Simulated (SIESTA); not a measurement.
**Os under changes of volume**

One of the cells (13.982 Å³/atom); the others are scaled copies at fixed shape and fractional positions:

```xyz
2
Lattice="2.7341 0.0000 0.0000 -1.3671 2.3678 0.0000 0.0000 0.0000 4.3197" Properties=species:S:1:pos:R:3 pbc="T T T"
Os    1.3671    0.7893    3.2398
Os    0.0000    1.5785    1.0799
```

```yaml
Program: SIESTA 5.4.2
Functional: LDA
Potentials_or_basis: PseudoDojo 0.4 standard (LDA files)
Basis: DZP (energy shift 0.003 Ry; two zetas on semicore shells)
Grid_cutoff: 800 Ry
Energy_shift: 0.003 Ry
k_mesh: 11 × 11 × 6
Occupations: fermi-dirac, width 0.05 eV
Spin: no spin polarisation
```

```csv
volume (Å³/atom),energy over the lowest point (meV/atom),pressure (GPa)
13.143,?,?
13.423,17.88,15.2
13.703,0.52,5.0
13.982,0.00,-4.2
14.262,14.50,-12.2
14.542,42.37,-19.3
14.821,82.03,-25.8
```

Question: What does the run at 13.143 Å³/atom give?

Answer: Energy over the lowest point 54.35 meV/atom; pressure 26.9 GPa.

Worked out: A Birch-Murnaghan fit of order 3 (a polynomial in V^(-2/3)) to the other rows has its minimum at 13.85 Å³/atom with B0 = V·E''(V) = 449 GPa and B' = 4.7 at fixed shape and positions, which overstates the stiffness. It gives 54.19 meV/atom at 13.143 Å³/atom, against the run's 54.35, and -dE/dV = 26.6 GPa, against 26.9.

Energies are extrapolated to zero smearing.

Caveats: short orbitals over semicore shells can move pressures by several GPa; the basis of atomic orbitals isn't converged, which shifts pressures, moduli and gaps.
